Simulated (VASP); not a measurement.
# VASP 6.6.1 run: LiH

INCAR

```
LWAVE = .FALSE.
ISIF = 2
EDIFF = 1E-7
NELM = 120
LREAL = .FALSE.
PREC = Accurate
GGA = PE
ENCUT = 520
SIGMA = 0.1
NSW = 0
LCHARG = .FALSE.
IBRION = -1
LASPH = .TRUE.
NBANDS = 9
ISMEAR = 0
```

KPOINTS

```
KPOINTS created by Atomic Simulation Environment
0
Gamma
10 10 10
0 0 0
```

POSCAR

```
Li H
 1.0000000000000000
     0.0003000000000000    1.9814000000000001    1.9413000000000000
     1.9904999999999999   -0.0103000000000000    1.9519000000000000
     1.9797000000000000    1.9812000000000001    0.0005000000000000
 Li  H
   1   1
Cartesian
  0.0363004200000000  1.9380382399999998  1.9269129199999999
  1.9737682500000000  1.9680274200000001  1.9501473100000000
```

The recommended PBE PAW datasets give the neutral cell 4 valence electrons.

Command

```
mpirun -np 1 vasp_std
```

Question: How does this run end, and what does it give?

Answer: It converged. Results: gap between bands v and c on the k mesh 2.76 eV; least direct gap on the k mesh 2.92 eV; pressure 1.7 GPa; largest force 0.07 eV/Å. Band v is the last that the valence electrons fill when counted band by band, and c is the next.

OSZICAR

```
N       E                     dE             d eps       ncg     rms          rms(c)
DAV:   1    -0.134237239236E+01   -0.13424E+01   -0.14852E+03  9240   0.411E+02
DAV:   2    -0.629082620960E+01   -0.49485E+01   -0.48887E+01 12736   0.564E+01
DAV:   3    -0.636551538674E+01   -0.74689E-01   -0.74654E-01 11011   0.579E+00
DAV:   4    -0.636590293818E+01   -0.38755E-03   -0.38750E-03 12492   0.353E-01
DAV:   5    -0.636590476941E+01   -0.18312E-05   -0.18312E-05 11108   0.161E-02    0.291E+00
DAV:   6    -0.618081980518E+01    0.18508E+00   -0.14588E-01 10070   0.120E+00    0.147E+00
DAV:   7    -0.611774770925E+01    0.63072E-01   -0.19312E-01 10602   0.156E+00    0.223E-01
DAV:   8    -0.611947065398E+01   -0.17229E-02   -0.41333E-03 10796   0.422E-01    0.443E-02
DAV:   9    -0.611943107700E+01    0.39577E-04   -0.15828E-04 12143   0.508E-02    0.590E-03
DAV:  10    -0.611943092224E+01    0.15477E-06   -0.59379E-06 10662   0.177E-02    0.231E-03
DAV:  11    -0.611943087806E+01    0.44174E-07   -0.18347E-07 13153   0.183E-03
   1 F= -.61194309E+01 E0= -.61194309E+01  d E =-.118087E-15
```

Standard output (part)

```
POSCAR found type information on POSCAR LiH
 POSCAR found :  2 types and       2 ions
 LDA part: xc-table for (Slater+PW92), standard interpolation
 POSCAR, INCAR and KPOINTS ok, starting setup
 WAVECAR not read
 entering main loop
```

For comparison, a separate PBE run of the intended cell, on usual settings and not on those above, gives a gap of 2.76 eV on its mesh and a pressure of 1.7 GPa.
